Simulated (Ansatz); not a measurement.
Born–Oppenheimer molecular dynamics of a periodic cell of 12 atoms, TiO₂ (start crystal TiO2, start structure I4/m, volume 1.15 times the crystal's). It starts from an unrelaxed structure (largest force component 1.02 eV/Å).

Theory: DFT PBE, scalar-relativistic, plane waves, PAW (Ansatz 0.2.0). Settings: PAW set soft_1, cutoff 420 eV, k mesh 3x3x2, fermi-dirac smearing 0.24 eV, no spin polarisation.

* ensemble: NVT, Langevin thermostat
* time step: 0.75 fs
* steps asked: 110
* set temperature: 2800 K
* friction: 0.02 /fs
* seed: 350146

Frames 1.5 fs apart, positions in Å.

Velocities at 22.5 fs (Å/ps):

```
Ti 3.25 -4.10 8.21
Ti 4.77 -1.85 2.41
Ti 7.45 -3.17 -8.12
Ti -0.97 -0.80 -0.21
O 6.43 4.60 0.87
O -2.95 -7.81 2.60
O -11.10 5.50 -28.55
O 8.64 6.05 -7.85
O 13.46 -12.70 1.26
O 6.84 -6.96 5.25
O 14.66 4.76 -7.73
O -5.36 -0.16 -17.88
```

```xyz
12
Lattice="-4.5582 4.5582 1.9776 4.5582 -4.5582 1.9776 4.5582 4.5582 -1.9776" Properties=species:S:1:pos:R:3 time_fs=22.5 energy_less_start_eV=2.042 T=1695
Ti 0.150 2.519 0.157
Ti 6.625 0.044 0.083
Ti -1.927 4.519 1.866
Ti 4.702 2.019 2.086
O 1.564 4.375 -0.068
O 3.248 -3.250 2.108
O 4.295 1.428 -0.266
O 1.551 1.466 0.036
O 3.140 3.074 2.158
O 0.018 3.382 1.594
O 1.564 7.623 -0.393
O 3.167 -0.075 1.862
12
Lattice="-4.5582 4.5582 1.9776 4.5582 -4.5582 1.9776 4.5582 4.5582 -1.9776" Properties=species:S:1:pos:R:3 time_fs=24 energy_less_start_eV=2.101 T=1386
Ti 0.152 2.515 0.168
Ti 6.635 0.040 0.086
Ti -1.915 4.516 1.854
Ti 4.698 2.019 2.085
O 1.575 4.381 -0.068
O 3.243 -3.260 2.112
O 4.283 1.436 -0.306
O 1.566 1.474 0.027
O 3.160 3.063 2.159
O 0.029 3.369 1.607
O 1.583 7.629 -0.399
O 3.160 -0.071 1.836
12
Lattice="-4.5582 4.5582 1.9776 4.5582 -4.5582 1.9776 4.5582 4.5582 -1.9776" Properties=species:S:1:pos:R:3 time_fs=25.5 energy_less_start_eV=2.155 T=1428
Ti 0.153 2.511 0.175
Ti 6.646 0.033 0.089
Ti -1.903 4.516 1.843
Ti 4.692 2.026 2.085
O 1.586 4.388 -0.063
O 3.240 -3.272 2.111
O 4.275 1.446 -0.341
O 1.578 1.481 0.020
O 3.177 3.058 2.158
O 0.043 3.352 1.624
O 1.600 7.633 -0.403
O 3.156 -0.058 1.816
12
Lattice="-4.5582 4.5582 1.9776 4.5582 -4.5582 1.9776 4.5582 4.5582 -1.9776" Properties=species:S:1:pos:R:3 time_fs=27 energy_less_start_eV=2.233 T=1450
Ti 0.152 2.510 0.183
Ti 6.656 0.021 0.094
Ti -1.894 4.515 1.834
Ti 4.686 2.033 2.084
O 1.591 4.390 -0.058
O 3.242 -3.285 2.106
O 4.263 1.460 -0.376
O 1.586 1.490 0.010
O 3.193 3.050 2.149
O 0.054 3.334 1.645
O 1.609 7.633 -0.403
O 3.152 -0.047 1.795
12
Lattice="-4.5582 4.5582 1.9776 4.5582 -4.5582 1.9776 4.5582 4.5582 -1.9776" Properties=species:S:1:pos:R:3 time_fs=28.5 energy_less_start_eV=2.246 T=1357
Ti 0.150 2.508 0.190
Ti 6.668 0.009 0.101
Ti -1.884 4.515 1.826
Ti 4.681 2.039 2.075
O 1.602 4.386 -0.048
O 3.250 -3.295 2.101
O 4.257 1.474 -0.402
O 1.595 1.495 -0.002
O 3.204 3.043 2.140
O 0.059 3.316 1.674
O 1.613 7.631 -0.403
O 3.148 -0.032 1.773
12
Lattice="-4.5582 4.5582 1.9776 4.5582 -4.5582 1.9776 4.5582 4.5582 -1.9776" Properties=species:S:1:pos:R:3 time_fs=30 energy_less_start_eV=2.178 T=1517
Ti 0.148 2.508 0.196
Ti 6.678 -0.003 0.108
Ti -1.875 4.516 1.816
Ti 4.675 2.046 2.064
O 1.616 4.381 -0.035
O 3.264 -3.309 2.090
O 4.260 1.486 -0.419
O 1.602 1.495 -0.015
O 3.206 3.040 2.130
O 0.057 3.298 1.710
O 1.616 7.630 -0.399
O 3.147 -0.021 1.750
12
Lattice="-4.5582 4.5582 1.9776 4.5582 -4.5582 1.9776 4.5582 4.5582 -1.9776" Properties=species:S:1:pos:R:3 time_fs=31.5 energy_less_start_eV=2.070 T=1665
Ti 0.144 2.507 0.201
Ti 6.689 -0.015 0.118
Ti -1.866 4.518 1.808
Ti 4.666 2.054 2.051
O 1.632 4.372 -0.021
O 3.278 -3.320 2.076
O 4.265 1.498 -0.429
O 1.605 1.499 -0.030
O 3.206 3.039 2.118
O 0.053 3.283 1.750
O 1.616 7.636 -0.387
O 3.142 -0.008 1.734
12
Lattice="-4.5582 4.5582 1.9776 4.5582 -4.5582 1.9776 4.5582 4.5582 -1.9776" Properties=species:S:1:pos:R:3 time_fs=33 energy_less_start_eV=1.907 T=1751
Ti 0.138 2.505 0.204
Ti 6.699 -0.025 0.131
Ti -1.855 4.521 1.798
Ti 4.657 2.063 2.038
O 1.646 4.369 -0.008
O 3.296 -3.329 2.067
O 4.272 1.501 -0.424
O 1.607 1.503 -0.046
O 3.206 3.036 2.105
O 0.044 3.275 1.787
O 1.614 7.643 -0.374
O 3.138 0.005 1.716
12
Lattice="-4.5582 4.5582 1.9776 4.5582 -4.5582 1.9776 4.5582 4.5582 -1.9776" Properties=species:S:1:pos:R:3 time_fs=34.5 energy_less_start_eV=1.706 T=1857
Ti 0.129 2.502 0.209
Ti 6.708 -0.036 0.141
Ti -1.846 4.527 1.788
Ti 4.650 2.069 2.022
O 1.657 4.363 0.009
O 3.318 -3.335 2.054
O 4.287 1.499 -0.408
O 1.601 1.508 -0.063
O 3.206 3.032 2.092
O 0.034 3.269 1.827
O 1.611 7.648 -0.365
O 3.134 0.018 1.699
12
Lattice="-4.5582 4.5582 1.9776 4.5582 -4.5582 1.9776 4.5582 4.5582 -1.9776" Properties=species:S:1:pos:R:3 time_fs=36 energy_less_start_eV=1.561 T=2065
Ti 0.119 2.499 0.212
Ti 6.715 -0.050 0.150
Ti -1.839 4.535 1.779
Ti 4.643 2.076 2.007
O 1.672 4.353 0.025
O 3.333 -3.333 2.040
O 4.308 1.498 -0.389
O 1.587 1.514 -0.085
O 3.208 3.023 2.082
O 0.023 3.265 1.867
O 1.611 7.647 -0.356
O 3.136 0.025 1.679
12
Lattice="-4.5582 4.5582 1.9776 4.5582 -4.5582 1.9776 4.5582 4.5582 -1.9776" Properties=species:S:1:pos:R:3 time_fs=37.5 energy_less_start_eV=1.468 T=2416
Ti 0.105 2.494 0.213
Ti 6.721 -0.068 0.161
Ti -1.831 4.547 1.770
Ti 4.637 2.086 1.992
O 1.689 4.343 0.043
O 3.343 -3.327 2.031
O 4.328 1.497 -0.364
O 1.570 1.523 -0.108
O 3.206 3.014 2.069
O 0.009 3.261 1.907
O 1.609 7.648 -0.347
O 3.139 0.030 1.660
12
Lattice="-4.5582 4.5582 1.9776 4.5582 -4.5582 1.9776 4.5582 4.5582 -1.9776" Properties=species:S:1:pos:R:3 time_fs=39 energy_less_start_eV=1.430 T=2198
Ti 0.091 2.489 0.216
Ti 6.724 -0.086 0.172
Ti -1.825 4.560 1.761
Ti 4.632 2.096 1.977
O 1.706 4.341 0.053
O 3.352 -3.319 2.022
O 4.350 1.493 -0.336
O 1.551 1.534 -0.133
O 3.203 3.010 2.054
O -0.003 3.251 1.943
O 1.609 7.654 -0.335
O 3.144 0.032 1.639
```

Of the whole run (82 fs, mean temperature of the second half 1847 K): The mean temperature of the second half is 34 % below the set value. A run of 0.083 ps of so small a system gives no equilibrium averages. Limits of this set-up: coarse k mesh.

Run time: 19 min on 1 thread of Arm Neoverse V1, with other jobs on the host, peak memory 0.46 GiB.
